Boron arsenide has eight valence electrons per cell and therefore four filled bands. On a mesh of $10\times10\times10$ points, exact exchange couples each orbital to $4\times1000=4000$ occupied partners. A semilocal functional replaces all these couplings by a potential built from local quantities. If every mesh division is doubled, the semilocal work grows about 8-fold and the exchange work 64-fold, before symmetry is used. These factors are scaling laws, not running times, but they show why a hybrid functional has to earn its place.

Kohn-Sham DFT with VASP 6.6.1 and PAW potentials for zinc-blende BAs (two-atom cell, cubic edge 4.778 Å), at the same fixed geometry in every row. All runs use a 10 × 10 × 10 k mesh, a 520 eV plane-wave cutoff and Gaussian smearing of 0.02 eV, without spin polarisation, spin-orbit coupling or a dispersion correction.

```
functional                            potentials  gap on mesh (eV)  direct gap on mesh (eV)
       LDA  VASP-PAW-LDA-potentials,-recommended             1.122                    3.249
       PBE  VASP-PAW-PBE-potentials,-recommended             1.176                    3.276
    PBEsol  VASP-PAW-PBE-potentials,-recommended             1.076                    3.239
    r2SCAN  VASP-PAW-PBE-potentials,-recommended             1.371                    3.445
     HSE06  VASP-PAW-PBE-potentials,-recommended             1.848                    4.125
      SCAN  VASP-PAW-PBE-potentials,-recommended             1.416                    3.576
    TB-mBJ  VASP-PAW-PBE-potentials,-recommended             1.755                    3.792
```

The "gap on mesh" is the smallest energy between a filled and an empty state anywhere on the mesh. The "direct gap on mesh" requires both states to lie at the same point, as in the absorption of light without help from a lattice vibration. The first is more than 1 eV smaller than the second in every row, so the gap is indirect at each level. Since the atoms don't move from row to row, the differences come from the electronic treatment.

**LDA, PBE and PBEsol.** These three indirect gaps lie within 0.10 eV of one another. A measured gap of roughly 1.9 eV, a recalled value uncertain by perhaps 0.2 eV, would put them all about three quarters of an electronvolt too low. Changing from one to another therefore doesn't cure the error. The LDA row also uses its own set of potentials, so its small distance from PBE shouldn't be credited to the functional alone.

The common failure has a known cause. A gap compares the energy needed to remove an electron with the energy released when one is added. In exact theory the Kohn-Sham potential jumps by a constant when an electron is added across the gap, and this jump belongs to the true gap. LDA and the gradient-corrected functionals have a smooth potential without the jump, so the difference between their band energies comes out too small.

A poor gap doesn't make these levels useless for structure, which follows from the total energy and not from the position of the empty levels. At the cell used here PBEsol gives almost no pressure, although its gap is the smallest in the table. This speaks for PBEsol only if the cell was measured. The outputs don't say where it came from, and a cell relaxed with PBEsol would show the same. PBE would expand the cell and LDA would shrink it, each by somewhat under 1% in edge length if the bulk modulus is taken as roughly 140 GPa. The gaps at those relaxed cells weren't computed, so the table compares functionals at one geometry, not complete workflows.

**r2SCAN and SCAN.** These meta-GGAs also use the kinetic energy density, which depends on how steeply the orbitals vary in space. Two states in the same region of space can then feel different effective potentials, and part of the missing jump enters the band energies. The indirect gap rises above PBE by 0.19 eV in r2SCAN and 0.24 eV in SCAN, about a third of the step to HSE06. The work still scales as in a semilocal calculation, which makes these levels a sensible choice when energies, forces and a somewhat better gap are wanted together. They remain about half an electronvolt below the rough measured value.

**HSE06.** This hybrid gives the largest value of both gaps. It replaces a quarter of the short-range PBE exchange by exact exchange. An orbital is lowered by exact exchange to the extent that it shares space with occupied orbitals. Filled bonding states overlap strongly with one another and gain much, while empty antibonding states gain less. A semilocal potential cannot make this distinction properly, because it offers the same local attraction to filled and empty states alike. When part of that attraction is replaced by exact exchange, the states at the valence edge should gain more than they lose, and the empty states should lose more than they gain.

The computed levels move as this argument requires. Measured from the mean electrostatic potential of the cell, the valence edge falls by 0.42 eV from PBE to HSE06, and the conduction minimum rises by 0.25 eV. The gap opens from both sides, and the filled side contributes more.

Taking only part of the exact exchange mimics the screening of the interaction by the other electrons in the solid. The fraction of a quarter is a fixed choice, not one derived for this crystal. If the gap is taken as linear in it between PBE and HSE06, a change of the fraction by 0.05 moves the indirect gap by about 0.13 eV. Agreement of HSE06 with a measured gap to a few hundredths of an electronvolt would therefore be no proof of such accuracy.

The same reasoning helps with a neighbouring series. In a wide-gap ionic crystal such as magnesium oxide, the usual order of semilocal, meta-GGA and hybrid gaps is the same, but screening is weaker. A quarter of short-range exchange is then too little, and HSE06 itself typically falls clearly short. The decent result for boron arsenide shouldn't be carried over to such a crystal.

**TB-mBJ.** This level reaches a similar indirect gap without exact exchange. Its potential was designed for gaps: compared with a usual semilocal one, it tends to be higher in the thinly filled regions where empty states have much of their weight. The numbers fit that picture, since the conduction minimum rises by 0.36 eV from PBE while the valence edge falls by 0.22 eV. HSE06 has the opposite balance, so two similar gaps can hide different band edges. This matters when the edges themselves are needed, as at a contact with another material. There the TB-mBJ edges are the less well founded, since no energy fixes the constant part of its potential.

TB-mBJ keeps the favourable scaling with the mesh, but no energy functional belongs to its potential. It cannot be used to relax the structure, which must come from another level. Its indirect gap is 0.09 eV below that of HSE06, a smaller difference than the uncertainty of the rough measured value, so the two can't be ranked on this property. For the direct gap they differ by 0.33 eV, and the table holds no reference that would decide between them.

**One correction for both gaps?** A common shortcut, the scissor correction, assumes that a better level moves all empty states by one amount against all filled ones. The gain in the indirect gap is then simply added to the PBE direct gap. For HSE06 the gain is $1.848-1.176=0.672$ eV, and the estimate for the direct gap is

$$3.276+0.672=3.948\ \text{eV}.$$

The computed value is 4.125 eV, so the estimate is 0.18 eV too low. No constant was adjusted; the rule takes the PBE gaps and the better indirect gap as given.

For the other levels the same rule misses by less than 0.07 eV. Multiplying both PBE gaps by one factor is far worse, with errors above 1 eV for HSE06 and TB-mBJ. In eV the scissor misses most for HSE06, which also has the largest shift; as a share of the indirect gain the miss is about a quarter, much as for SCAN. Exact exchange acts on each state according to its shape. Compared with PBE, HSE06 lifts the upper level of the direct gap by 0.43 eV, clearly more than the conduction minimum, and it widens the valence band at the zone centre by 10%. The shortcut serves for a first estimate of the direct gap, but not for a detailed spectrum.

**Matching the level to the purpose.** For an estimate of the intrinsic carriers, those excited across the gap by heat alone, the step from PBE to HSE06 is enormous. The intrinsic carrier density varies as $\exp(-E_g/2k_BT)$, where $E_g$ is the indirect gap, $k_B$ Boltzmann's constant and $T$ the temperature. At 300 K the difference of 0.672 eV makes the PBE density more than $10^5$ times too high relative to HSE06, if all else is equal. Even an error of 0.1 eV changes the density about sevenfold. In a real crystal with so wide a gap, however, impurities are expected to supply most of the carriers at room temperature.

For optics, the same step moves the weak indirect onset of absorption from about 1050 nm in the near infrared to about 670 nm in the visible red. PBE would thus wrongly predict weak absorption in the part of the near infrared at wavelengths shorter than about 1050 nm. HSE06 and TB-mBJ largely avoid this error. Strong absorption begins near the direct gap, where the disagreement between these two levels should be quoted as an uncertainty.

An absolute accuracy of 0.1 eV asks for more than a better functional. Spin-orbit coupling is absent and is expected to lower the indirect gap by roughly 0.07 eV. The true conduction minimum, known to lie on the line from the zone centre towards X, can fall between mesh points, which may lower the indirect gap by up to a similar amount if the electron mass there is near the free value. Lattice vibrations are missing as well. These corrections should largely cancel when two rows are compared, but not when a row is compared with a measurement.

A reasonable route is to settle the structure with PBEsol or a meta-GGA and then compute the gap at that fixed structure. TB-mBJ suits a dense mesh, on which HSE06 would become very costly. HSE06 is worth its steep scaling when total energies and a gap close to the measured one must come from the same functional, or as a second opinion on the direct gap and the band edges.
